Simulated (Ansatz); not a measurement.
# SiO2: single point with PBE

SiO2:

```xyz
12
Lattice="-2.8379 2.8379 5.6602 2.8379 -2.8379 5.6602 2.8379 2.8379 -5.6602" Properties=species:S:1:pos:R:3 pbc="T T T"
Si    0.7981    4.2593    1.4175
Si    4.2696    0.7655   -1.3884
Si   -1.3760    2.0164    4.2186
Si    2.0520   -1.4219    7.0386
O    -0.0023    2.8062    1.5407
O     4.0935    1.2559    2.8211
O     1.6452   -1.2521    2.8320
O    -0.0267   -0.0132    1.3052
O     0.0497    0.0171    9.9861
O     0.0259    2.8833    4.1143
O     1.2125   -1.2500    5.6513
O    -1.2556    1.1804    5.6466
```

The cell comes from a database or a generator and needn't be the stable form of this composition.

The cell isn't the ideal one: atoms moved at random, drawn with an rms of 0.05 Å.

| Quantity | Value |
| --- | --- |
| Program | Ansatz 0.2.0 |
| Task | single point |
| Functional | PBE |
| Potentials or basis | all-electron LAPW, scalar-relativistic |
| Cutoff | 573 eV (chosen from the basis error) |
| Basis error allowed | 0.001 eV/atom |
| k mesh | 7 × 7 × 7 |
| Occupations | fermi-dirac, width 0.05 eV |
| Spin | no spin polarisation |

- Pressure: -0.3 GPa
- Largest force: 2.124 eV/Å
- Band gap on the k mesh: 4.74 eV, direct
- Loewdin charges: Si +1.79, +1.80, +1.81; O -0.80, -0.79, -0.78 e

Forces in eV/Å, atoms in the order of the input:
```
Si  -0.142 -0.726  0.401
Si   1.448  0.379 -1.419
Si  -0.299  1.076  0.991
Si  -0.148 -0.103  0.827
O    0.675  1.198 -0.355
O   -0.023 -0.671 -0.829
O   -0.497 -0.003 -0.319
O    0.350 -0.495 -0.018
O   -0.074 -0.077  0.284
O   -1.582 -1.382  0.318
O    0.074  0.332  0.458
O    0.217  0.471 -0.339
```

Stress tensor (GPa, compression positive):
```
-0.76  0.75  0.40
 0.75 -0.39  1.65
 0.40  1.65  0.11
```

Levels at points of the mesh, in eV from the valence-band top:
```tsv
k point	band 53	band 54	band 55	band 56	band 57	band 58	band 59	band 60
(0.00, 0.00, 0.00)	-0.73	-0.67	-0.27	0.00	4.74	7.18	7.23	8.68
```

Run time: 22 min on 8 threads of AMD EPYC (Zen 3), on a shared host, peak memory 6.1 GiB.

Caveat: the atomic charges don't sum to the cell's charge; an odd mesh through Γ misses points on the zone boundary, where band edges often lie.
